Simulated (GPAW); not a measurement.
Crystal: TiO2.

```
CELL_PARAMETERS angstrom
4.59984 0.00000 0.00000
0.00000 4.59984 0.00000
0.00000 0.00000 2.95921
ATOMIC_POSITIONS crystal
Ti 0.00000 0.00000 0.50000
Ti 0.50000 0.50000 0.00000
O 0.30432 0.30432 0.50000
O 0.69568 0.69568 0.50000
O 0.19568 0.80432 0.00000
O 0.80432 0.19568 0.00000
```

The cell is a database's computed one.

Base run:

| Property | Result |
| --- | --- |
| Program | GPAW 26.7.0 |
| Functional | vdW-DF-cx |
| Potentials or basis | GPAW PAW data sets (gpaw-data 1.2.1) |
| Cutoff | 800 eV |
| Basis | pw |
| k mesh | 4 × 4 × 6 |
| Occupations | fermi-dirac, width 0.05 eV |
| Spin | no spin polarisation |

Its results: band gap on the k mesh 1.85 eV, direct; largest force 0.048 eV/Å.

Question: After a change of settings the same cell gave: band gap on the k mesh 2.29 eV, direct; largest force 0.099 eV/Å. Which change was it?
A. functional from vdW-DF-cx to mBEEF
B. functional from vdW-DF-cx to BEEF-vdW; band points from 100 to 60
C. functional from vdW-DF-cx to optB88-vdW; band points from 100 to 80
D. functional from vdW-DF-cx to PBE; basis from pw to fd

Answer: A.

Caveats: the PAW data sets were made with another functional, which shifts forces and pressure a little.

Not every run made on this cell is shown here.
